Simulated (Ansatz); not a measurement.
Phases of SnO$_{2}$ at 25 GPa

Structure types of SnO$_{2}$ are relaxed in primitive cells with their symmetry kept at 25 GPa, on PAW files; LAPW relaxes the small cells further and takes the PAW cell for the others (marked *). The enthalpy is E + pV at zero temperature, without zero-point motion. Only the types listed were tried, and differences under about 5 meV/atom are mesh noise. The real phase may be another.

Level of theory: DFT with PBE, scalar-relativistic, in Ansatz 0.2.0; Fermi–Dirac smearing of 0.05 eV, no spin polarisation. LAPW: all electrons, basis error target 0.5 meV/atom; PAW: frozen-core files, cutoff 420 eV.

k meshes: rutile 7×7×11, fluorite 11×11×11.

Spin–orbit coupling is left out, which matters for the heavy atoms.

```json
{"start type": "rutile*", "ends as": "rutile, P4_2/mnm", "a, b, c (Å)": "4.613, 4.613, 3.173", "V (Å³/atom)": "11.25", "H − H(lowest), LAPW (meV/atom)": "0.0"}
{"start type": "fluorite", "ends as": "fluorite, Fm-3m", "a, b, c (Å)": "4.967, 4.967, 4.967", "V (Å³/atom)": "10.21", "H − H(lowest), LAPW (meV/atom)": "?"}
```

Give the missing entry: row "fluorite", column "H − H(lowest), LAPW (meV/atom)".

76.7.

Would fluorite gain on rutile at higher pressure?

Yes: dH/dp = V, and its volume is smaller by 1.04 Å³/atom. Held constant, that would close the gap after about 12 GPa more, a rough figure, since the volume difference changes with pressure.
